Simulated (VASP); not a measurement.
# HfS2 (P-3m1) in VASP: relaxation of cell and atoms with LDA

Aim: the relaxation of cell and atoms of HfS2 with LDA.

Everything below comes from runs of VASP 6.6.1. Logs are shortened: lines on timing, memory, paths and dates and some standing lists are left out, and cuts for length are marked.

## (1) The crystal as given

The structure is trigonal, space group P-3m1 (No. 164). Conventional cell: a = 3.640 Å, b = 3.640 Å, c = 6.056 Å, α = 90.00°, β = 90.00°, γ = 120.00°. Around Hf (site symmetry -3m) lie 6 S at 2.54 Å. S (site symmetry 3m) has 3 Hf at 2.54 Å as nearest neighbours.

The cell is a database's computed one.

## (2) Relaxation of cell and atoms, LDA

INCAR reads:

```
SYSTEM = HfS2
  ALGO = Fast
  EDIFF = 1E-6
  EDIFFG = -0.005
  ENCUT = 600
  GGA = CA
  IBRION = 2
  ISIF = 3
  ISMEAR = -1
  LASPH = .TRUE.
  LCHARG = .FALSE.
  LREAL = .FALSE.
  LWAVE = .FALSE.
  NELM = 80
  NSW = 60
  PREC = Accurate
  PSTRESS = 0
  SIGMA = 0.05
```

KPOINTS reads:

```
k-points
0
G
  12 12 8
  0 0 0
```

POSCAR reads:

```
HfS2
1.0
    3.6396641800      0.0000000000      0.0000000000
   -1.8198320900      3.1520416411      0.0000000000
    0.0000000000      0.0000000000      6.0555624700
Hf S
1 2
Direct
    0.0000000000      0.0000000000      0.0000000000
    0.6666666667      0.3333333333      0.7639520500
    0.3333333333      0.6666666667      0.2360479500
```

Potentials or basis: VASP PAW LDA potentials, release 64 (Hf_pv, S).

Launch:

```
$ cat potpaw_LDA.64/Hf_pv/POTCAR potpaw_LDA.64/S/POTCAR > POTCAR
$ mpirun -np 1 vasp_std > vasp.out
```

OUTCAR:

```text
SYSTEM = HfS2
   EDIFF = 1E-6
   EDIFFG = -0.005
   ENCUT = 600
   GGA = CA
   IBRION = 2
   ISIF = 3
   ISMEAR = -1
   LASPH = .TRUE.
   LREAL = .FALSE.
   NELM = 80
   NSW = 60
   PREC = Accurate
   PSTRESS = 0

 ion  position               nearest neighbor table
   1  0.000  0.000  0.000-   2 2.54   3 2.54   3 2.54   2 2.54   2 2.54   3 2.54
   2  0.667  0.333  0.764-   1 2.54   1 2.54   1 2.54
   3  0.333  0.667  0.236-   1 2.54   1 2.54   1 2.54

  LATTYP: Found a hexagonal cell.
 ALAT       =     3.6396641800
 C/A-ratio  =     1.6637695596

  Lattice vectors:

 A1 = (   3.6396641800,   0.0000000000,   0.0000000000)
 A2 = (  -1.8198320900,   3.1520416411,   0.0000000000)
 A3 = (   0.0000000000,   0.0000000000,   6.0555624700)

Analysis of symmetry for initial positions (statically):
=====================================================================
 Subroutine PRICEL returns:
 Original cell was already a primitive cell.

 Routine SETGRP: Setting up the symmetry group for a
 hexagonal supercell.

 Subroutine GETGRP returns: Found 12 space group operations
 (whereof 12 operations were pure point group operations)
 out of a pool of 24 trial point group operations.

The static configuration has the point symmetry D_3d.

Analysis of symmetry for dynamics (positions and initial velocities):
=====================================================================
 Subroutine PRICEL returns:
 Original cell was already a primitive cell.

 Routine SETGRP: Setting up the symmetry group for a
 hexagonal supercell.

 Subroutine GETGRP returns: Found 12 space group operations
 (whereof 12 operations were pure point group operations)
 out of a pool of 24 trial point group operations.

The dynamic configuration has the point symmetry D_3d.

 Subroutine INISYM returns: Found 12 space group operations
 (whereof 12 operations are pure point group operations),
 and found     1 'primitive' translations

----------------------------------------------------------------------------------------

                                     Primitive cell

  volume of cell :      69.4717

  direct lattice vectors                    reciprocal lattice vectors
     3.639664180  0.000000000  0.000000000     0.274750623  0.158627346  0.000000000
    -1.819832090  3.152041641  0.000000000     0.000000000  0.317254692  0.000000000
     0.000000000  0.000000000  6.055562470     0.000000000  0.000000000  0.165137426

  length of vectors
     3.639664180  3.639664180  6.055562470     0.317254692  0.317254692  0.165137426

  position of ions in fractional coordinates (direct lattice)
     0.000000000  0.000000000  0.000000000
     0.666666667  0.333333333  0.763952050
     0.333333333  0.666666667  0.236047950

  ion indices of the primitive-cell ions
   primitive index   ion index
                 1           1
                 2           2
                 3           3

----------------------------------------------------------------------------------------

 KPOINTS: k-points

Automatic generation of k-mesh.
 Grid dimensions read from file:
 generate k-points for:   12   12    8

 Generating k-lattice:

  Cartesian coordinates                     Fractional coordinates (reciprocal lattice)
     0.022895885  0.013218945  0.000000000     0.083333333  0.000000000  0.000000000
     0.000000000  0.026437891  0.000000000     0.000000000  0.083333333  0.000000000
     0.000000000  0.000000000  0.020642178     0.000000000  0.000000000  0.125000000

  Length of vectors
     0.026437891  0.026437891  0.020642178

  Shift w.r.t. Gamma in fractional coordinates (k-lattice)
     0.000000000  0.000000000  0.000000000

 Subroutine IBZKPT returns following result:
 ===========================================

 Found    131 irreducible k-points:

 Following reciprocal coordinates:
            Coordinates               Weight
  0.000000  0.000000  0.000000      1.000000
  0.083333 -0.000000  0.000000      6.000000
  0.166667 -0.000000  0.000000      6.000000
  0.250000 -0.000000  0.000000      6.000000
  0.333333 -0.000000  0.000000      6.000000
  0.416667 -0.000000  0.000000      6.000000
[... 16 lines left out ...]
  0.166667 -0.000000  0.125000      6.000000
  0.000000  0.166667  0.125000      6.000000
 [... further k-points ...]
   k-points           NKPTS =    131   k-points in BZ     NKDIM =    131   number of bands    NBANDS=     15
   number of dos      NEDOS =    301   number of ions     NIONS =      3
   total plane-waves  NPLWV =  43200
   dimension x,y,z NGX =    30 NGY =   30 NGZ =   48
   dimension x,y,z NGXF=    60 NGYF=   60 NGZF=   96
   ions per type =               1   2
   NGX,Y,Z   is equivalent  to a cutoff of  13.70, 13.70, 13.18 a.u.
   NGXF,Y,Z  is equivalent  to a cutoff of  27.41, 27.41, 26.36 a.u.
 SYSTEM =  HfS2
   PREC   = accura    normal or accurate (medium, high low for compatibility)
   ISTART =      0    job   : 0-new  1-cont  2-samecut
   ICHARG =      2    charge: 1-file 2-atom 10-const
   ISPIN  =      1    spin polarized calculation?
   LNONCOLLINEAR =      F non collinear calculations
   LSORBIT =      F    spin-orbit coupling
   LASPH  =      T    aspherical Exc in radial PAW
   ENCUT  =  600.0 eV  44.10 Ry    6.64 a.u.   7.27  7.27 12.09*2*pi/ulx,y,z
   NELM   =     80;   NELMIN=  2; NELMDL= -5     # of ELM steps
   EDIFF  = 0.1E-05   stopping-criterion for ELM
   LREAL  =      F    real-space projection
   EDIFFG = -.5E-02   stopping-criterion for IOM
   NSW    =     60    number of steps for IOM
   IBRION =      2    ionic relax: 0-MD 1-quasi-New 2-CG
   NFREE  =      1    steps in history (QN), initial steepest desc. (CG)
   ISIF   =      3    stress and relaxation
   ISYM   =      2    0-nonsym 1-usesym 2-fastsym
   POTIM  = 0.5000    time-step for ionic-motion
   TEBEG  =    0.0;   TEEND  =   0.0 temperature during run
   PSTRESS=    0.0 pullay stress
   NELECT =      22.0000    total number of electrons
   NUPDOWN=      -1.0000    fix difference up-down
   EMIN   =  10.00;   EMAX   =-10.00  energy-range for DOS
   EFERMI =   0.00;   METHOD = LEGACY
   ISMEAR =    -1;   SIGMA  =   0.05  broadening in eV -4-tet -1-fermi 0-gaus
   EFERMI_NEDOS =   21; number of points for ismear=-14 and -15
   IALGO  =     68    algorithm
   IMIX   =      4    mixing-type and parameters
     AMIX     =   0.40;   BMIX     =  1.00
     AMIX_MAG =   1.60;   BMIX_MAG =  1.00
  volume/ion in A,a.u.               =      23.16       156.27
  Fermi-wavevector in a.u.,A,eV,Ry     =   1.115869  2.108686 16.941474  1.245163
  Thomas-Fermi vector in A             =   2.252478
   LORBIT       =      0    0 simple, 1 ext, 2 COOP (PROOUT), +10 PAW based schemes
   GGA     = CA    functional components
   LHFCALC =     F    Hartree Fock is set to
   AEXX    =    0.0000 exact exchange contribution
   IVDW    =     0    specifies the selected vdW correction
   LEPSILON=     F    determine dielectric tensor
   LRPA    =     F    only Hartree local field effects (RPA)
 conjugate gradient relaxation of ions
 non-spin polarized calculation
 RMM-DIIS sequential band-by-band and
  energy-cutoff  :      600.00
  volume of cell :       69.47
 maximum number of plane-waves:      2364
 NGX is ok and might be reduce to    30
   NGX = 15   NGY = 15   NGZ = 25

--------------------------------------- Ionic step        1  -------------------------------------------

 number of electron      22.0000001 magnetization

 Free energy of the ion-electron system (eV)
  ---------------------------------------------------
  ext. energy  EPLUGINS =         0.00000000
  ---------------------------------------------------
  free energy    TOTEN  =       -24.80886462 eV

  energy without entropy =      -24.80886350  energy(sigma->0) =      -24.80886406

 E-fermi :   3.2655     XC(G=0):  -9.7750

 val. band max:        2.7326294120   @ k =   0.0833   0.0833   0.0000
 cond. band min:       3.7765323309   @ k =   0.5000  -0.0000   0.5000
 fundamental gap:      1.0439029189
 Fermi energy:         3.2654615153

 k-point     1 :       0.0000    0.0000    0.0000
  band No.  band energies     occupation
      1     -27.8094      2.00000
      2     -27.7015      2.00000
      3     -27.7015      2.00000
      4     -10.2040      2.00000
      5      -8.5224      2.00000
      6      -1.8708      2.00000
      7      -0.0311      2.00000
      8      -0.0311      2.00000
      9       2.6704      1.99999
     10       2.7114      1.99997
     11       2.7114      1.99997
     12       4.6103      0.00000
[... 950 lines left out ...]
      1     -27.2683      2.00000
      2     -27.2164      2.00000
      3     -27.1681      2.00000
      4      -9.6778      2.00000
      5      -8.3194      2.00000
      6      -1.2735      2.00000
      7      -0.0561      2.00000
      8       0.4420      2.00000
      9       1.4017      2.00000
     10       2.5219      2.00000
     11       2.9978      1.99999
     12       4.8897      0.00000
     13       5.8599      0.00000
     14       6.3040      0.00000
     15       8.2079      0.00000

 [... further k-points ...]

[... ionic steps 4 to 16 ...]

--------------------------------------- Ionic step       17  -------------------------------------------

 number of electron      22.0000001 magnetization

------------------------ aborting loop because EDIFF is reached ----------------------------------------

  FORCE on cell =-STRESS in cart. coord.  units (eV):
  Direction    XX          YY          ZZ          XY          YZ          ZX
  --------------------------------------------------------------------------------------
  -------------------------------------------------------------------------------------
  Total        0.0194375      0.0194375      0.0086741      0.0000000      0.0000000      0.0000000
  in kB        0.5007904      0.5007904      0.2234803      0.0000000      0.0000000      0.0000000
  external PRESSURE =       0.4083537 kB  Pullay stress =       0.0000000 kB
[... 59 lines left out ...]
  energy  without entropy=      -24.8801504571  energy(sigma->0) =      -24.88016228

--------------------------------------- Ionic step       19  -------------------------------------------

 number of electron      22.0000001 magnetization

 Free energy of the ion-electron system (eV)
  ---------------------------------------------------
  ext. energy  EPLUGINS =         0.00000000
  ---------------------------------------------------
  free energy    TOTEN  =       -24.88017108 eV

  energy without entropy =      -24.88014764  energy(sigma->0) =      -24.88015936

 E-fermi :   4.3328     XC(G=0): -10.3625

 val. band max:        4.0273836628   @ k =   0.0000   0.0000   0.0000
 cond. band min:       4.6459387577   @ k =   0.5000  -0.0000   0.5000
 fundamental gap:      0.6185550949
 Fermi energy:         4.3328071282

 k-point     1 :       0.0000    0.0000    0.0000
  band No.  band energies     occupation
      1     -26.5947      2.00000
      2     -26.4658      2.00000
      3     -26.4658      2.00000
      4      -9.5036      2.00000
      5      -7.5014      2.00000
      6      -1.3695      2.00000
      7       0.9957      2.00000
      8       0.9957      2.00000
      9       3.8761      1.99978
     10       3.8761      1.99978
     11       4.0274      1.99556
     12       5.7326      0.00000
[... 447 lines left out ...]
  FREE ENERGIE OF THE ION-ELECTRON SYSTEM (eV)
  ---------------------------------------------------
  free  energy   TOTEN  =       -24.8801710843 eV

  energy  without entropy=      -24.8801476366  energy(sigma->0) =      -24.88015936

 reached required accuracy - stopping structural energy minimisation
```

Run time: 12 min. Hardware: 1 thread of Intel Xeon 6975P-C (Granite Rapids), shared host; peak memory 0.31 GiB.

What came out:

```
Free energy                            : -24.8802 eV
Relaxed volume                         : 20.74 Å³/atom
Relaxed cell                           : a = 3.554 Å, b = 3.554 Å, c = 5.687 Å, α = 90.00°, β = 90.00°, γ = 120.00°
Space group after relaxing (to 0.05 Å) : P-3m1 (No. 164)
Energy gained by relaxing              : 23.8 meV/atom
Ionic steps                            : 19
Pressure after relaxing                : 0.0 GPa
Largest force after relaxing           : 0.004 eV/Å
Band gap on the k mesh                 : 0.62 eV, indirect (least direct gap 1.58 eV)
```

Forces in eV/Å, atoms in the order of the input:
```
Hf   0.000  0.000  0.000
S    0.000  0.000 -0.004
S    0.000  0.000  0.004
```

Step by step:
```tsv
step	energy change (eV)	largest force (eV/Å)	pressure (GPa)	volume (Å³)
1	0.0000	0.2492	-4.22	69.47
2	0.0293	1.0653	6.29	63.51
3	-0.0395	0.2787	-0.13	66.82
4	-0.0461	0.1862	-0.18	66.42
5	-0.0492	0.0713	-0.23	65.95
6	-0.0526	0.0932	-0.06	65.48
7	-0.0607	0.1638	0.62	64.04
8	-0.0623	0.2980	2.35	61.21
9	-0.0643	0.2506	1.52	62.45
10	-0.0652	0.2340	1.46	62.40
11	-0.0677	0.1857	1.18	62.24
12	-0.0705	0.0897	0.64	61.93
13	-0.0678	0.1029	-0.29	61.28
14	-0.0709	0.0397	0.42	61.75
15	-0.0711	0.0324	0.34	61.84
16	-0.0713	0.0116	0.10	62.12
17	-0.0713	0.0059	0.04	62.19
18	-0.0713	0.0052	0.04	62.20
19	-0.0713	0.0040	0.01	62.21
```

Final structure:
```
CELL_PARAMETERS angstrom
3.55404 0.00000 0.00000
-1.77702 3.07789 0.00000
0.00000 0.00000 5.68727
ATOMIC_POSITIONS crystal
Hf 0.00000 0.00000 0.00000
S 0.66667 0.33333 0.74608
S 0.33333 0.66667 0.25392
```

Caveat: spin-orbit coupling is left out, which moves the levels of the heavy elements. Expect the measured gap to be larger: semilocal functionals such as LDA lack the derivative discontinuity.
